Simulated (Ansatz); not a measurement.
# NiO under compression and expansion

```
CELL_PARAMETERS angstrom
0.00000 2.09131 2.09131
2.09131 0.00000 2.09131
2.09131 2.09131 0.00000
ATOMIC_POSITIONS crystal
Ni 0.00000 0.00000 0.00000
O 0.50000 0.50000 0.50000
```

The cell is COD entry 4320487, as deposited and not checked against the literature; nothing was relaxed.

Semilocal functionals without U often leave such compounds metallic or with too small a gap, and the real magnetic order may differ.

Other magnetic orders may lie lower; this is the state that the run reached.

All numbers are computed: DFT, PBE, all-electron LAPW, scalar-relativistic (Ansatz 0.2.0); DFT, PBE, PAW with Ansatz's default frozen-core files, scalar-relativistic (Ansatz 0.2.0).

For LAPW: a Γ-centred 15×15×15 k mesh, Fermi–Dirac smearing of 0.03 eV, basis error target 0.25 meV/atom, spin-polarised from start moments Ni1 1.5 μB. PAW takes a cutoff of 420 eV at this cell. The Ansatz runs share mesh, smearing and spin set-up. Plane-wave (PAW) pressures include the program's estimate of the Pulay term.

The cell above is scaled evenly, with fractional coordinates and shape held.

Problem. Estimate the equilibrium volume and bulk modulus that all-electron LAPW gives for this fixed shape.

Solution. V0 = 9.39 Å³/atom, B0 = 168 GPa, B0′ = 4.0, from a third-order Birch–Murnaghan fit to these pressures:
```tsv
V/V(cell)	V (Å³/atom)	P, LAPW (GPa)	P, PAW (GPa)	moment, LAPW (μB)	free energy over the lowest listed, PAW (meV/atom)
0.9405	8.602	17.59	16.97	1.63	37.6
0.9800	8.964	8.54	8.07	1.73	9.7
1.0000	9.147	4.71	4.17	1.79	2.8
1.0200	9.329	1.23	0.75	1.84	0.0
1.0600	9.695	-5.02	-5.29	1.91	5.4
```

PAW's V0 lies -0.25 % from the all-electron value and its B0 -1.0 %. Symmetry fixes shape and coordinates here, so this is the relaxed modulus.
